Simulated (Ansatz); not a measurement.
## N: relaxation of cell and atoms

Level of theory: DFT, PBE, PAW with Ansatz's default frozen-core files, scalar-relativistic (Ansatz 0.2.0).

Command: `ansatz run input.yaml --threads 1 --pin off --max-ram 2048MiB --backend cpu --events-out ev --progress --plain --runs-dir out` The run took 6.4 s on 1 thread of Arm Neoverse V2 (shared host), peak memory 0.28 GiB.

```yaml
crystal:
  lattice:
    - [0.0, 2.2322827293, 2.2322827293]
    - [2.2322827293, 0.0, 2.2322827293]
    - [2.2322827293, 2.2322827293, 0.0]
  atoms:
    - { symbol: "N", position: [0.0, 0.0, 0.0] }
    - { symbol: "N", position: [0.25, 0.25, 0.25] }
kpoints:
  mp_grid: { grid: [13, 13, 13] }
scf:
  occupations: { method: fermi_dirac, width: 0.08 }
hamiltonian:
  xc: pbe
  pseudopotentials: { kind: paw }
output:
  forces: true
  stress: true
  write_density: true
  write_potential: true
  elf: true
  volumetric_format: npy
relax:
  f_tol: 0.005
  max_steps: 80
  cell: {}
```

The cell is built from the diamond type as a first guess.

The cutoff is 420 eV; energies and pressures of the walk include the program's estimate of the Pulay term.

Each frame lists the cell vectors (Å), then Cartesian positions (Å); symmetry keeps all forces zero. Free energies count from the first step, -761.3421 eV.

The walk took 7 evaluations in all; steps that aren't listed are left out.

Step 1: E = 0.0 meV, P = -21.39 GPa

```
cell 0.0000 2.2323 2.2323 2.2323 0.0000 2.2323 2.2323 2.2323 0.0000
N     0.0000    0.0000    0.0000
N     1.1161    1.1161    1.1161
```

Step 2: E = -296.3 meV, P = -5.71 GPa

```
cell 0.0000 2.1226 2.1226 2.1226 0.0000 2.1226 2.1226 2.1226 0.0000
N     0.0000    0.0000    0.0000
N     1.0613    1.0613    1.0613
```

Step 3: E = -313.1 meV, P = 1.70 GPa

```
cell 0.0000 2.0877 2.0877 2.0877 0.0000 2.0877 2.0877 2.0877 0.0000
N     0.0000    0.0000    0.0000
N     1.0439    1.0439    1.0439
```

Step 4: E = -313.2 meV, P = 0.01 GPa

```
cell 0.0000 2.0951 2.0951 2.0951 0.0000 2.0951 2.0951 2.0951 0.0000
N     0.0000    0.0000    0.0000
N     1.0476    1.0476    1.0476
```

Step 5: E = -305.8 meV, P = -0.70 GPa (the cell of the step before, solved again on a basis chosen afresh, hence the jump)

(1) How does the relaxation end?

Results:

(1) It converges, with a = 4.184 Å, b = 4.184 Å, c = 4.184 Å, α = 90.00°, β = 90.00°, γ = 90.00° (conventional cell, space group Fd-3m). The last solve (on a basis chosen afresh for the final cell, so its energy is not quite comparable) gives E = -305.9 meV, P = -0.01 GPa:
```
cell 0.0000 2.0921 2.0921 2.0921 0.0000 2.0921 2.0921 2.0921 0.0000
N     0.0000    0.0000    0.0000
N     1.0460    1.0460    1.0460
```
